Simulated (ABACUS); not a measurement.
Crystal: TiSe.

```
Se Ti
1.0
     3.55900    0.00000    0.00000
    -1.77950    3.08218    0.00000
     0.00000    0.00000    6.22000
Se Ti
2 2
Direct
  0.66667 0.33333 0.75000
  0.33333 0.66667 0.25000
  0.00000 0.00000 0.50000
  0.00000 0.00000 0.00000
```

- Program: ABACUS 3.10.1
- Task: single point
- Functional: PBEsol
- Potentials or basis: PseudoDojo NC SR 0.4.1 PBEsol standard
- Cutoff: 1184 eV
- Density cutoff: 4735 eV
- Basis: plane waves
- k mesh: 9 × 9 × 5
- Occupations: fermi-dirac, width 0.05 eV
- Spin: no spin polarisation

On this cell: pressure -0.7 GPa; largest force under 0.003 eV/Å; band gap on the k mesh none (metal or under the smearing width).

The same run follows on a disturbed copy (atoms moved at random, drawn with an rms of 0.05 Å):

```xyz
4
Lattice="3.5590 0.0000 0.0000 -1.7795 3.0822 0.0000 0.0000 0.0000 6.2200" Properties=species:S:1:pos:R:3 pbc="T T T"
Se    1.7339    1.0438    4.6463
Se    0.0132    2.0339    1.5431
Ti    0.0049   -0.0145    3.1325
Ti   -0.0560    0.0188   -0.0079
```

What does the disturbed cell give?

The energy (extrapolated to zero smearing) moves by +7.4 meV/atom; pressure -0.5 GPa; largest force 0.460 eV/Å; band gap on the k mesh none (metal or under the smearing width).

Forces in eV/Å, atoms in the order of the input:
```
Se   0.221 -0.150  0.214
Se  -0.306  0.184  0.108
Ti  -0.250  0.144 -0.358
Ti   0.335 -0.179  0.036
```

Stress tensor (GPa, compression positive):
```
-4.38  0.92  0.10
 0.92 -3.22 -0.06
 0.10 -0.06  6.11
```

Caveats: there are fewer bands than atomic start orbitals, so a level may be missed at k points of high symmetry.
